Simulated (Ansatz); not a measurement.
SiC (Moissanite):

```xyz
4
Lattice="3.0760 0.0000 0.0000 -1.5380 2.6639 0.0000 0.0000 0.0000 5.0480" Properties=species:S:1:pos:R:3 pbc="T T T"
Si    1.5380    0.8880    2.5240
Si    0.0000    1.7759    0.0000
C     1.5380    0.8880    4.4675
C     0.0000    1.7759    1.9435
```

Program: Ansatz 0.2.0. Alike in all runs: potentials or basis Ansatz PAW; no spin polarisation; cell as given; k mesh 10 × 10 × 5; cutoff (eV) 420.

**Question.** Order these runs on this cell by their pressure, lowest first.
A. level PBEsol; smearing fermi-dirac 0.05 eV; points for each segment of the path 14
B. level BLYP; smearing gaussian 0.05 eV
C. level LDA; smearing fermi-dirac 0.05 eV; points for each segment of the path 14
D. level PBE; smearing gaussian 0.027 eV

**Answer.** C (-4.0 GPa), A (0.3 GPa), D (3.7 GPa), B (8.2 GPa).

Caveats: the PAW data sets come from PBE, with cores solved anew for the run's functional, which leaves a small shift of forces and pressure (some runs).
